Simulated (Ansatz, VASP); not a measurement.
# One calculation of ZnS, two programs

```
CELL_PARAMETERS angstrom
0.00000 2.69409 2.78272
2.69409 0.00000 2.78272
2.69409 2.69409 0.00000
ATOMIC_POSITIONS crystal
Zn 0.00000 0.00000 0.00000
S 0.25000 0.25000 0.25000
```

Change from the starting cell: uniaxial_z strain +3.3%.

Alike in both runs: task single point; functional PBE; k mesh 8 × 8 × 8; occupations fermi-dirac, width 0.02 eV; no spin polarisation.

|  | VASP | Ansatz |
| --- | --- | --- |
| version | VASP 6.6.1 | Ansatz 0.2.0 |
| potentials or method | VASP PAW PBE potentials, release 64 (Zn, S) | plane waves, PAW |
| plane-wave cutoff (eV) | 520 | 420 |
| valence electrons in the cell | 18 | 18 |

```csv
,VASP,Ansatz,Ansatz less VASP
gap on the k mesh at the Fermi level (eV),1.97,1.96,-0.004
pressure (GPa),0.0,-0.1,-0.14
largest component of the traceless stress (GPa),0.93,0.94,+0.007
```

With one functional, cell and mesh, what is left measures potentials, basis and numerics.
